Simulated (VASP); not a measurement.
A run of VASP 6.6.1 is set up as follows.

Contents of INCAR:

```
SYSTEM = SnTe
PREC = Accurate ; ENCUT = 600
EDIFF = 1E-7 ; ISMEAR = 0
SIGMA = 0.1 ; LREAL = .FALSE.
LASPH = .TRUE. ; NELM = 60
ALGO = Normal ; ISIF = 3
LWAVE = .FALSE. ; LCHARG = .FALSE.
GGA = PS ; IBRION = 2
NSW = 90 ; EDIFFG = -0.005
```

Contents of KPOINTS:

```
regular mesh
0
G
  4 4 4
  0 0 0
```

File POSCAR:

```
SnTe
1.0
    0.0000000000      3.1858130700      3.1858130700
    3.1858130700      0.0000000000      3.1858130700
    3.1858130700      3.1858130700      0.0000000000
Sn Te
1 1
Direct
    0.0000000000      0.0000000000      0.0000000000
    0.5000000000      0.5000000000      0.5000000000
```

Potentials or basis: VASP PAW PBE potentials, release 64 (Sn_d, Te).

The run is started by

```sh
$ cat potpaw_PBE.64/Sn_d/POTCAR potpaw_PBE.64/Te/POTCAR > POTCAR
$ mpirun -np 1 vasp_std > vasp.out
```

Q: Estimate the band gap on the k mesh.

A: 0.20 eV, direct.

Q: Predict the relaxed volume.

A: 30.68 Å³/atom.

Q: Predict the relaxed cell.

A: a = 4.427 Å, b = 4.427 Å, c = 4.427 Å, α = 60.00°, β = 60.00°, γ = 60.00°.

Q: Predict the space group after relaxing (to 0.05 Å).

A: Fm-3m (No. 225).

Final structure:
```
Sn Te
1.0
     0.00000    3.13036    3.13036
     3.13036    0.00000    3.13036
     3.13036    3.13036    0.00000
Sn Te
1 1
Direct
  0.00000 0.00000 0.00000
  0.50000 0.50000 0.50000
```

Caveat: the k mesh is coarse (spacing up to 0.43 Å⁻¹), so the values aren't converged; the PAW data sets were made with another functional, which shifts forces and pressure a little; spin-orbit coupling is left out, which moves the levels of the heavy elements. A k mesh can miss the band edges.
